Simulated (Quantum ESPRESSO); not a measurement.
FeSi, 8 atoms in the cell. The structure is cubic, space group P2_13 (No. 198). Conventional cell: a = 4.551 Å, b = 4.551 Å, c = 4.551 Å, α = 90.00°, β = 90.00°, γ = 90.00°. Around Fe (site symmetry 3) lie 7 Si at 2.32 to 2.55 Å. Around Si (site symmetry 3) lie 7 Fe at 2.32 to 2.55 Å. 

* Program: Quantum ESPRESSO 7.5
* Task: band structure
* Functional: LDA
* Potentials or basis: GBRV 1.5 LDA
* Cutoff: 762 eV
* Density cutoff: 6095 eV
* k mesh: 6 × 6 × 6
* Occupations: fermi-dirac, width 0.05 eV
* Spin: collinear spin, ferromagnetic start
* Starting moments: [3.0, 3.0, 3.0, 3.0, 0.0, 0.0, 0.0, 0.0] μB
* Form of the LDA correlation: PZ81
* Mixing beta: 0.3
* Most SCF iterations: 120
* SCF threshold: 1.6e-09 Ry

Potentials or basis: GBRV 1.5 LDA.

The run is started by

```sh
$ OMP_NUM_THREADS=1 mpirun -n 2 pw.x -nk 2 -in pw.in > pw.out
$ OMP_NUM_THREADS=1 mpirun -n 2 pw.x -nk 2 -in bands.in > bands.out
```

Hardware: 2 MPI ranks on Arm Neoverse V2, on a shared host.

Problem. How long does it take, and how much memory?

Solution. It took 15 min on 2 MPI ranks on Arm Neoverse V2, on a shared host, peak memory 0.72 GiB a rank. Counts: scf iterations 42, k pools 2, bands 55, k points 24, g dense 101673.
